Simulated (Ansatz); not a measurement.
# TiAl3 (Pmm2) in Ansatz: single point with PBEsol

Aim: the single point of TiAl3 with PBEsol.

Everything below comes from runs of Ansatz 0.2.0. Logs are shortened: lines on timing, memory, paths and dates and some standing lists are left out, and cuts for length are marked.

### Step 1. The cell of the first run

The structure is orthorhombic, space group Pmm2 (No. 25). The conventional cell has a = 2.840 Å, b = 4.681 Å, c = 4.901 Å, α = 90.00°, β = 90.00°, γ = 90.00°. Ti (site symmetry mm2) is surrounded by 10 Al at 2.83 to 2.85 Å and 2 Ti at 2.84 Å. Around Al (site symmetry mm2) lie 10 Al at 2.81 to 2.86 Å and 2 Ti at 2.85 Å. Around Al (site symmetry mm2) lie 8 Al at 2.81 to 2.86 Å and 4 Ti at 2.85 Å. Al (site symmetry mm2) has 4 Ti at 2.83 to 2.84 Å and 8 Al at 2.84 to 2.86 Å as nearest neighbours.

The cell comes from a database or a generator and needn't be the stable form of this composition.

### Step 2. Single point, PBEsol (strain_z_fixed_volume = 0)

input.yaml

```yaml
crystal:
  lattice:
    - [2.839677, 0.0, 0.0]
    - [0.0, 4.681264, 0.0]
    - [0.0, 0.0, 4.900742]
  atoms:
    - { symbol: Ti, position: [0.0, 0.5, 0.165916] }
    - { symbol: Al, position: [0.0, 0.0, 0.8359] }
    - { symbol: Al, position: [0.5, 0.0, 0.330912] }
    - { symbol: Al, position: [0.5, 0.5, 0.667271] }
kpoints:
  mp_grid: { grid: [9, 6, 6] }
scf:
  occupations: { method: fermi_dirac, width: 0.05 }
hamiltonian:
  xc: pbesol
  pseudopotentials: { kind: all_electron, lapw: { basis_error: 0.002 } }
output:
  forces: true
  stress: true
  eigenvalues: true
```

Potentials or basis: all-electron LAPW, scalar-relativistic.

Launch:

```
$ ansatz run input.yaml --threads 2 --pin off --max-ram 8192MiB --backend cpu --events-out ev --progress --plain --runs-dir out
```

The program printed:

```text
Warning: RAYON_NUM_THREADS=2 ignored (pool sized by the plan → 2); use --threads N
LAPW: plane waves up to 7.461 Å⁻¹, error target 2.0e-3 eV per atom; small_component_spin mean_spin; Al in spheres of 1.405 Å, 11 of its electrons in bands, Dirac shells []; Ti in spheres of 1.420 Å, 12 of its electrons in bands, Dirac shells [] (how accurate: hamiltonian.pseudopotentials.lapw.basis_error, Limitations)
Engine: ansatz 0.2.0, aarch64-unknown-linux-gnu
Pseudopotentials: kind: all_electron
Pseudopotential: Ti, LAPW, valence charge 12, lapw/all_electron/scalar/gaussian/Ti, Koelling and Harmon's equation, gaussian nucleus
Pseudopotential: Al, LAPW, valence charge 11, lapw/all_electron/scalar/gaussian/Al, Koelling and Harmon's equation, gaussian nucleus
Functional definition: PBEsol
  exchange = pbesol_x
  correlation = pbesol_c
Crystal: 4 atoms, lattice volume = 65.147 Å³
Basis set: ecut = 212.07650321376133 eV, 467 PW (Γ), exchange–correlation at level 2
Bands: 27, of which v1, the nominal top of the filled ones, is band 23 counted from 1 (22 counted from 0)
Symmetry: 4 space group operations
Space group: Pmm2 (ITA 25), of the structure as read, at distance tolerance 4.0e-5 Å
k-points: 80 of 324 (time reversal used)
Non-local potential: Ti, projectors of the file, none
Non-local potential: Al, projectors of the file, none
Initial density: superposition of atomic densities (chi_scale 0.1, normalization cell, long waves kept (reshape's long-wave potential 0.00 eV rms))
Initial wavefunctions: plane waves of lowest kinetic energy (no species holds an atomic orbital)
Functional: x = pbesol(κ = 0.804, μ = 0.12345679012345678), c = pbesol(β = 0.046)
iter 1 solved again at ethr=3.20e-3 eV; its pass at ethr=1.00e-1 eV (dr2=1.44e0 eV) is discarded
SCF iter   1: F=—  HF=-42992.726020 eV  |F-HF|=—  |Δ(HF+E_count)|=         —  Δρ=2.48e-2  dr2=1.44e0  ethr=3.20e-3  ⟨swp⟩=2.0  Hψ=15132  notcnv=0
preconditioner: auto → Kerker (q_TF=auto, 2.565 Å⁻¹)  [metal: Δε(μ)=0.005 eV  Ē_g=5.259 eV  σ=0.050 eV  W_gap=0.02  n_scr=16 (ndim 8)  ℏωp=16.6 eV  f_vac=0.000  D(μ)=2.25/eV (n_scr^D=10)]
SCF iter   2: F=—  HF=-42992.412739 eV  |F-HF|=—  |Δ(HF+E_count)|=   3.13e-1  Δρ=1.36e-2  dr2=3.34e-1  ethr=3.20e-3  ⟨swp⟩=2.0  Hψ=6722  notcnv=0  defer=1
SCF iter   3: F=—  HF=-42992.360012 eV  |F-HF|=—  |Δ(HF+E_count)|=   5.27e-2  Δρ=1.21e-2  dr2=4.26e-1  ethr=7.43e-4  ⟨swp⟩=2.5  Hψ=6770  notcnv=0
iter 4 solved again at ethr=2.35e-5 eV; its pass at ethr=7.43e-4 eV (dr2=1.06e-2 eV) is discarded
SCF iter   4: F=—  HF=-42992.288903 eV  |F-HF|=—  |Δ(HF+E_count)|=   7.11e-2  Δρ=3.70e-3  dr2=1.06e-2  ethr=2.35e-5  ⟨swp⟩=2.0  Hψ=11300  notcnv=0
SCF iter   5: F=—  HF=-42992.281711 eV  |F-HF|=—  |Δ(HF+E_count)|=         —  Δρ=1.02e-3  dr2=1.55e-3  ethr=2.35e-5  ⟨swp⟩=2.7  Hψ=6532  notcnv=0
the basis was enlarged: its passes take 215.0 KiB over the memory plan, 2 of 2 planned eigensolver slots
SCF iter   6: F=—  HF=-42992.280937 eV  |F-HF|=—  |Δ(HF+E_count)|=   7.74e-4  Δρ=4.01e-4  dr2=3.57e-4  ethr=3.43e-6  ⟨swp⟩=2.1  Hψ=6410  notcnv=0
SCF iter   7: F=—  HF=-42992.280875 eV  |F-HF|=—  |Δ(HF+E_count)|=   6.19e-5  Δρ=8.32e-5  dr2=5.42e-6  ethr=7.94e-7  ⟨swp⟩=2.0  Hψ=6404  notcnv=0
SCF iter   8: F=—  HF=-42992.280875 eV  |F-HF|=—  |Δ(HF+E_count)|=   3.03e-7  Δρ=3.65e-5  dr2=1.66e-6  ethr=1.20e-8  ⟨swp⟩=2.3  Hψ=6442  notcnv=0
SCF iter   9: F=—  HF=-42992.280874 eV  |F-HF|=—  |Δ(HF+E_count)|=   2.63e-7  Δρ=1.44e-5  dr2=3.54e-7  ethr=3.70e-9  ⟨swp⟩=2.1  Hψ=6410  notcnv=0
SCF iter  10: F=-42992.280874 eV  HF=-42992.280874 eV  |F-HF|=3.94e-8  |Δ(HF+E_count)|=   8.06e-8  Δρ=4.61e-6  dr2=3.48e-8  ethr=7.87e-10  ⟨swp⟩=2.0  Hψ=6403  notcnv=0
SCF 1 converged in 10 iterations: F = -42992.280874 eV  dr2 = 3.48e-8
SCF converged after 10 iterations
Free energy (F): -42992.280874 eV
Harris-Foulkes:  -42992.280874 eV  (|F-HF|=3.94e-8)
Internal energy: -42992.258920 eV  (E = F + TS)
E sigma→0 (E₀):  -42992.269897 eV
Entropy (-TS):   -0.021954 eV (-5.488 meV/atom)
Fermi energy:    10.804046 eV
--- Per-component energies (eV) ---
  E_band       = -1637.018913
  E_kinetic    = 43245.950900
  E_xc         = -2603.887789
  E_electrostatic = -83634.322032  (all electrons and nuclei)
  E_smearing   = -0.021954  (= −TS)
  E_closure    = 0.000000  (closes the sum)
  E_atoms      = -42971.821526  (free atoms, spherical and without spin; not in F)
  Σ components = -42992.280874   (vs F -42992.280874, Δ=0.00e0)
  Basis errors (estimates in eV, not in F): energy 1.5e-4 per atom: plane waves 5.4e-5 (4.1e-5 summed), levels above the bands 1.3e-25, relativity 7.9e-9, radial functions 1.0e-4, core shells 4.3e-8; eigenvalues (radial functions only) 3.2e-6; not estimated: angular momenta, meshes, grids; target (lapw.basis_error) 2.0e-3; muffin-tin radii Al 1.405 Å, Ti 1.420 Å
--- Forces (eV/Å), atoms counted from 1 ---
  atom   1  Ti     0.00000000     0.00000000    -0.04074797
  atom   2  Al     0.00000000     0.00000000     0.04869342
  atom   3  Al     0.00000000     0.00000000     0.00500807
  atom   4  Al     0.00000000     0.00000000    -0.01294779
  max |Σ_I F_I| component: 5.73e-6 eV/Å
--- Stress (GPa, compression-positive) ---
       -4.479171       0.000000       0.000000
        0.000000      -1.263178       0.000000
        0.000000       0.000000      -1.525834
  P = ⅓ Tr σ = -2.4227 GPa (-24.227 kbar)
--- Band table (eV; the first three rows and the last of 80) ---
  k-point 0: bands = ["-91.9352", "-91.6357", "-91.6012", "-53.6212", "-53.6141", "-53.6062", "-53.3504", "-53.3110", "-53.2985", "-53.2880", "-53.2739", "-53.2417", "-45.4397", "-21.8769", "-21.8733", "-21.5109", "0.6863", "5.7414", "6.9843", "7.3268", "8.1773", "10.0375", "10.4392", "13.1516", "13.2203", "13.5156", "13.6031"]
  k-point 1: bands = ["-91.9352", "-91.6357", "-91.6012", "-53.6212", "-53.6141", "-53.6062", "-53.3504", "-53.3110", "-53.2986", "-53.2880", "-53.2739", "-53.2417", "-45.4396", "-21.8768", "-21.8740", "-21.5109", "0.8544", "4.8491", "7.2305", "7.3487", "9.0713", "9.9692", "10.3131", "12.8430", "13.1225", "13.2234", "13.4317"]
  k-point 2: bands = ["-91.9352", "-91.6357", "-91.6012", "-53.6212", "-53.6139", "-53.6062", "-53.3504", "-53.3110", "-53.2987", "-53.2880", "-53.2739", "-53.2417", "-45.4396", "-21.8768", "-21.8752", "-21.5110", "1.3323", "3.5707", "7.3953", "7.7947", "9.5530", "9.8310", "10.2994", "13.0607", "13.0667", "13.1821", "13.2297"]
  k-point 79: bands = ["-91.9342", "-91.6347", "-91.6002", "-53.6338", "-53.6129", "-53.6050", "-53.3495", "-53.3235", "-53.3005", "-53.2974", "-53.2732", "-53.2405", "-45.3867", "-21.9432", "-21.8274", "-21.8215", "6.4657", "6.7044", "6.7096", "8.3994", "8.4417", "8.5135", "9.5807", "11.0148", "11.8072", "12.8622", "13.2515"]
```

Run time: 22 s. Hardware: 2 threads of Arm Neoverse V2, shared host; peak memory 0.43 GiB.

What came out:

```
Free energy            : -42992.2809 eV
Pressure               : -2.4 GPa
Largest force          : 0.049 eV/Å
Band gap on the k mesh : none (metal or under the smearing width)
```

Forces in eV/Å, atoms in the order of the input:
```
Ti   0.000  0.000 -0.041
Al   0.000  0.000  0.049
Al   0.000  0.000  0.005
Al   0.000  0.000 -0.013
```
